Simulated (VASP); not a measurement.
# MgSe (Fm-3m) in VASP: a series of runs

One crystal, MgSe, is run at these levels: r2SCAN, HSE06; tasks: single point, relaxation of cell and atoms.

Everything below comes from runs of VASP 6.6.1. Logs are shortened: lines on timing, memory, paths and dates and some standing lists are left out, and cuts for length are marked.

## (1) The crystal as given

Symmetry: Fm-3m, No. 225, cubic system. Conventional cell: a = 5.473 Å, b = 5.473 Å, c = 5.473 Å, α = 90.00°, β = 90.00°, γ = 90.00°. Mg (site symmetry m-3m) has 6 Se at 2.74 Å as nearest neighbours. Around Se (site symmetry m-3m) lie 6 Mg at 2.74 Å.

## (2) Single point, r2SCAN

File POSCAR:

```
MgSe
1.0
    0.0000000000      2.7362756101      2.7362756101
    2.7362756101      0.0000000000      2.7362756101
    2.7362756101      2.7362756101      0.0000000000
Mg Se
1 1
Direct
    0.0000000000      0.0000000000      0.0000000000
    0.5000000000      0.5000000000      0.5000000000
```

File INCAR.step1:

```
SYSTEM = MgSe
  ALGO = Normal
  EDIFF = 1E-4
  ENCUT = 520
  GGA = PE
  ISMEAR = -1
  LASPH = .TRUE.
  LCHARG = .FALSE.
  LREAL = .FALSE.
  LWAVE = .TRUE.
  NBANDS = 11
  NELM = 100
  PREC = Accurate
  SIGMA = 0.02
```

File INCAR.step2:

```
SYSTEM = MgSe
  ALGO = Normal
  EDIFF = 1E-6
  ENCUT = 520
  ISIF = 2
  ISMEAR = -1
  ISTART = 1
  LASPH = .TRUE.
  LCHARG = .FALSE.
  LMIXTAU = .TRUE.
  LREAL = .FALSE.
  LWAVE = .FALSE.
  METAGGA = R2SCAN
  NBANDS = 11
  NELM = 100
  PREC = Accurate
  SIGMA = 0.02
```

File KPOINTS:

```
k-points
0
G
  8 8 8
  0 0 0
```

Potentials or basis: VASP PAW PBE potentials, release 64 (Mg, Se).

Command:

```console
> cat potpaw_PBE.64/Mg/POTCAR potpaw_PBE.64/Se/POTCAR > POTCAR
> cp INCAR.step1 INCAR
> mpirun -np 1 vasp_std > vasp.out
> cp INCAR.step2 INCAR
> mpirun -np 1 vasp_std > vasp.out
```

OUTCAR:

```text
SYSTEM = MgSe
   EDIFF = 1E-6
   ENCUT = 520
   ISIF = 2
   ISMEAR = -1
   ISTART = 1
   LASPH = .TRUE.
   LREAL = .FALSE.
   METAGGA = R2SCAN
   NELM = 100
   PREC = Accurate

 ion  position               nearest neighbor table
   1  0.000  0.000  0.000-   2 2.74   2 2.74   2 2.74   2 2.74   2 2.74   2 2.74
   2  0.500  0.500  0.500-   1 2.74   1 2.74   1 2.74   1 2.74   1 2.74   1 2.74

  LATTYP: Found a face centered cubic cell.
 ALAT       =     5.4725512202

  Lattice vectors:

 A1 = (   0.0000000000,   2.7362756101,   2.7362756101)
 A2 = (   2.7362756101,   0.0000000000,   2.7362756101)
 A3 = (   2.7362756101,   2.7362756101,   0.0000000000)

Analysis of symmetry for initial positions (statically):
=====================================================================
 Subroutine PRICEL returns:
 Original cell was already a primitive cell.

 Routine SETGRP: Setting up the symmetry group for a
 face centered cubic supercell.

 Subroutine GETGRP returns: Found 48 space group operations
 (whereof 48 operations were pure point group operations)
 out of a pool of 48 trial point group operations.

The static configuration has the point symmetry O_h .

Analysis of symmetry for dynamics (positions and initial velocities):
=====================================================================
 Subroutine PRICEL returns:
 Original cell was already a primitive cell.

 Routine SETGRP: Setting up the symmetry group for a
 face centered cubic supercell.

 Subroutine GETGRP returns: Found 48 space group operations
 (whereof 48 operations were pure point group operations)
 out of a pool of 48 trial point group operations.

The dynamic configuration has the point symmetry O_h .

 Subroutine INISYM returns: Found 48 space group operations
 (whereof 48 operations are pure point group operations),
 and found     1 'primitive' translations

----------------------------------------------------------------------------------------

                                     Primitive cell

  volume of cell :      40.9741

  direct lattice vectors                    reciprocal lattice vectors
     0.000000000  2.736275610  2.736275610    -0.182730131  0.182730131  0.182730131
     2.736275610  0.000000000  2.736275610     0.182730131 -0.182730131  0.182730131
     2.736275610  2.736275610  0.000000000     0.182730131  0.182730131 -0.182730131

  length of vectors
     3.869678078  3.869678078  3.869678078     0.316497871  0.316497871  0.316497871

  position of ions in fractional coordinates (direct lattice)
     0.000000000  0.000000000  0.000000000
     0.500000000  0.500000000  0.500000000

  ion indices of the primitive-cell ions
   primitive index   ion index
                 1           1
                 2           2

----------------------------------------------------------------------------------------

 KPOINTS: k-points

Automatic generation of k-mesh.
 Grid dimensions read from file:
 generate k-points for:    8    8    8

 Generating k-lattice:

  Cartesian coordinates                     Fractional coordinates (reciprocal lattice)
    -0.022841266  0.022841266  0.022841266     0.125000000  0.000000000  0.000000000
     0.022841266 -0.022841266  0.022841266     0.000000000  0.125000000  0.000000000
     0.022841266  0.022841266 -0.022841266     0.000000000  0.000000000  0.125000000

  Length of vectors
     0.039562234  0.039562234  0.039562234

  Shift w.r.t. Gamma in fractional coordinates (k-lattice)
     0.000000000  0.000000000  0.000000000

 Subroutine IBZKPT returns following result:
 ===========================================

 Found     29 irreducible k-points:

 Following reciprocal coordinates:
            Coordinates               Weight
  0.000000  0.000000  0.000000      1.000000
  0.125000  0.000000  0.000000      8.000000
  0.250000  0.000000  0.000000      8.000000
  0.375000  0.000000  0.000000      8.000000
  0.500000  0.000000  0.000000      4.000000
  0.125000  0.125000  0.000000      6.000000
[... 16 lines left out ...]
  0.500000  0.250000  0.125000     48.000000
 -0.375000  0.250000  0.125000     24.000000
 [... further k-points ...]
   k-points           NKPTS =     29   k-points in BZ     NKDIM =     29   number of bands    NBANDS=     11
   number of dos      NEDOS =    301   number of ions     NIONS =      2
   total plane-waves  NPLWV =  27000
   dimension x,y,z NGX =    30 NGY =   30 NGZ =   30
   dimension x,y,z NGXF=    60 NGYF=   60 NGZF=   60
   ions per type =               1   1
   NGX,Y,Z   is equivalent  to a cutoff of  12.89, 12.89, 12.89 a.u.
   NGXF,Y,Z  is equivalent  to a cutoff of  25.78, 25.78, 25.78 a.u.
 SYSTEM =  MgSe
   PREC   = accura    normal or accurate (medium, high low for compatibility)
   ISTART =      1    job   : 0-new  1-cont  2-samecut
   ICHARG =      0    charge: 1-file 2-atom 10-const
   ISPIN  =      1    spin polarized calculation?
   LNONCOLLINEAR =      F non collinear calculations
   LSORBIT =      F    spin-orbit coupling
   LASPH  =      T    aspherical Exc in radial PAW
   ENCUT  =  520.0 eV  38.22 Ry    6.18 a.u.   7.20  7.20  7.20*2*pi/ulx,y,z
   NELM   =    100;   NELMIN=  2; NELMDL=  0     # of ELM steps
   EDIFF  = 0.1E-05   stopping-criterion for ELM
   LREAL  =      F    real-space projection
   EDIFFG = 0.1E-04   stopping-criterion for IOM
   NSW    =      0    number of steps for IOM
   IBRION =     -1    ionic relax: 0-MD 1-quasi-New 2-CG
   NFREE  =      0    steps in history (QN), initial steepest desc. (CG)
   ISIF   =      2    stress and relaxation
   ISYM   =      2    0-nonsym 1-usesym 2-fastsym
   POTIM  = 0.5000    time-step for ionic-motion
   TEBEG  =    0.0;   TEEND  =   0.0 temperature during run
   PSTRESS=    0.0 pullay stress
   NELECT =       8.0000    total number of electrons
   NUPDOWN=      -1.0000    fix difference up-down
   EMIN   =  10.00;   EMAX   =-10.00  energy-range for DOS
   EFERMI =   0.00;   METHOD = LEGACY
   ISMEAR =    -1;   SIGMA  =   0.02  broadening in eV -4-tet -1-fermi 0-gaus
   EFERMI_NEDOS =   21; number of points for ismear=-14 and -15
   IALGO  =     38    algorithm
   IMIX   =      4    mixing-type and parameters
     AMIX     =   0.40;   BMIX     =  1.00
     AMIX_MAG =   1.60;   BMIX_MAG =  1.00
  volume/ion in A,a.u.               =      20.49       138.25
  Fermi-wavevector in a.u.,A,eV,Ry     =   0.949733  1.794736 12.272364  0.901993
  Thomas-Fermi vector in A             =   2.078044
   LORBIT       =      0    0 simple, 1 ext, 2 COOP (PROOUT), +10 PAW based schemes
   METAGGA = R2SCAN    functional components
   LHFCALC =     F    Hartree Fock is set to
   AEXX    =    0.0000 exact exchange contribution
   IVDW    =     0    specifies the selected vdW correction
   LEPSILON=     F    determine dielectric tensor
   LRPA    =     F    only Hartree local field effects (RPA)
 non-spin polarized calculation
  energy-cutoff  :      520.00
  volume of cell :       40.97
 maximum number of plane-waves:      1124
 NGX is ok and might be reduce to    30
   NGX = 15   NGY = 15   NGZ = 15

 number of electron       8.0000000 magnetization

 Free energy of the ion-electron system (eV)
  ---------------------------------------------------
  ext. energy  EPLUGINS =         0.00000000
  ---------------------------------------------------
  free energy    TOTEN  =       -21.37974041 eV

  energy without entropy =      -21.37974041  energy(sigma->0) =      -21.37974041

 E-fermi :   3.2775     XC(G=0):  -9.8050

 val. band max:        2.8701936008   @ k =   0.0000   0.0000   0.0000
 cond. band min:       5.3102764215   @ k =   0.5000   0.5000   0.0000
 fundamental gap:      2.4400828207
 Fermi energy:         3.2775290998

 k-point     1 :       0.0000    0.0000    0.0000
  band No.  band energies     occupation
      1     -10.4504      2.00000
      2       2.8702      2.00000
      3       2.8702      2.00000
      4       2.8702      2.00000
      5       6.2801      0.00000
      6      10.8997      0.00000
      7      10.8997      0.00000
      8      10.8997      0.00000
      9      13.4183      0.00000
     10      13.4183      0.00000
     11      14.8339      0.00000

 k-point     2 :       0.1250    0.0000    0.0000
  band No.  band energies     occupation
      1     -10.3155      2.00000
      2       1.7314      2.00000
      3       2.7680      2.00000
      4       2.7680      2.00000
      5       7.1754      0.00000
      6      10.6185      0.00000
      7      11.1318      0.00000
      8      11.1318      0.00000
      9      12.4911      0.00000
     10      12.4911      0.00000
     11      14.6154      0.00000

 k-point     3 :       0.2500    0.0000    0.0000
  band No.  band energies     occupation
      1      -9.9549      2.00000
      2      -0.0704      2.00000
      3       2.5452      2.00000
      4       2.5452      2.00000
      5       7.7104      0.00000
      6      10.5594      0.00000
      7      10.5594      0.00000
      8      11.3766      0.00000
      9      13.1440      0.00000
     10      13.1440      0.00000
     11      13.8395      0.00000

 k-point     4 :       0.3750    0.0000    0.0000
  band No.  band energies     occupation
      1      -9.5261      2.00000
      2      -1.4881      2.00000
      3       2.3490      2.00000
      4       2.3490      2.00000
      5       7.4990      0.00000
      6       9.8277      0.00000
      7       9.8277      0.00000
      8      12.4801      0.00000
      9      14.1090      0.00000
     10      15.1508      0.00000
     11      15.1508      0.00000

 k-point     5 :       0.5000    0.0000    0.0000
  band No.  band energies     occupation
      1      -9.3196      2.00000
      2      -2.0388      2.00000
      3       2.2740      2.00000
      4       2.2740      2.00000
      5       7.3777      0.00000
      6       9.5669      0.00000
      7       9.5669      0.00000
      8      12.4398      0.00000
      9      15.3039      0.00000
     10      17.8184      0.00000
     11      17.8184      0.00000
[... 211 lines left out ...]
 k-point    21 :       0.5000    0.5000    0.0000
  band No.  band energies     occupation
      1      -8.9891      2.00000
      2      -1.3886      2.00000
      3       1.0784      2.00000
      4       1.0784      2.00000
      5       5.3103      0.00000
      6       7.4309      0.00000
      7      15.6059      0.00000
      8      16.0499      0.00000
      9      16.0499      0.00000
     10      16.1142      0.00000
     11      19.5438      0.00000

 k-point    22 :       0.3750    0.2500    0.1250
  band No.  band energies     occupation
      1      -9.6742      2.00000
      2      -0.3300      2.00000
      3       1.3480      2.00000
      4       2.1701      2.00000
      5       8.3981      0.00000
      6       9.5307      0.00000
      7       9.8606      0.00000
      8      11.9940      0.00000
      9      13.1152      0.00000
     10      16.1446      0.00000
     11      16.8067      0.00000

 k-point    23 :       0.5000    0.2500    0.1250
  band No.  band energies     occupation
      1      -9.3146      2.00000
      2      -1.1479      2.00000
      3       0.8090      2.00000
      4       1.8388      2.00000
      5       8.2650      0.00000
      6       9.2427      0.00000
      7      10.7635      0.00000
      8      11.9005      0.00000
      9      14.5958      0.00000
     10      16.5108      0.00000
     11      17.3124      0.00000

 k-point    24 :      -0.3750    0.2500    0.1250
  band No.  band energies     occupation
      1      -9.1468      2.00000
      2      -1.5189      2.00000
      3       0.6689      2.00000
      4       1.6649      2.00000
      5       8.2317      0.00000
      6       8.9507      0.00000
      7      11.2793      0.00000
      8      12.6895      0.00000
      9      14.7915      0.00000
     10      15.5828      0.00000
     11      18.0161      0.00000

 [... further k-points ...]

------------------------ aborting loop because EDIFF is reached ----------------------------------------

  FORCE on cell =-STRESS in cart. coord.  units (eV):
  Direction    XX          YY          ZZ          XY          YZ          ZX
  --------------------------------------------------------------------------------------
  -------------------------------------------------------------------------------------
  Total       -0.0782136     -0.0782136     -0.0782136      0.0000000      0.0000000     -0.0000000
  in kB       -3.0583245     -3.0583245     -3.0583245      0.0000000      0.0000000     -0.0000000
  external PRESSURE =      -3.0583245 kB  Pullay stress =       0.0000000 kB

 VOLUME and BASIS-vectors are now :
 -----------------------------------------------------------------------------
  energy-cutoff  :      520.00
  volume of cell :       40.97
      direct lattice vectors                 reciprocal lattice vectors
     0.000000000  2.736275610  2.736275610    -0.182730131  0.182730131  0.182730131
     2.736275610  0.000000000  2.736275610     0.182730131 -0.182730131  0.182730131
     2.736275610  2.736275610  0.000000000     0.182730131  0.182730131 -0.182730131

 POSITION                                       TOTAL-FORCE (eV/Angst)
 -----------------------------------------------------------------------------------
      0.00000      0.00000      0.00000        -0.000000     -0.000000      0.000000
      2.73628      2.73628      2.73628         0.000000      0.000000     -0.000000
 -----------------------------------------------------------------------------------
    total drift:                               -0.000000     -0.000000      0.000000

  FREE ENERGIE OF THE ION-ELECTRON SYSTEM (eV)
  ---------------------------------------------------
  free  energy   TOTEN  =       -21.3797404057 eV

  energy  without entropy=      -21.3797404057  energy(sigma->0) =      -21.37974041
```

Run time: 32 s. Hardware: 1 thread of Intel Xeon 6975P-C (Granite Rapids), shared host; peak memory 0.17 GiB.

Results:

```
Free energy            : -21.3797 eV
Pressure               : -0.3 GPa
Band gap on the k mesh : 2.44 eV, indirect (least direct gap 3.41 eV)
```

Caveat: the PAW data sets were made with another functional, which shifts forces and pressure a little.

(Continued in part 2 of 2.)
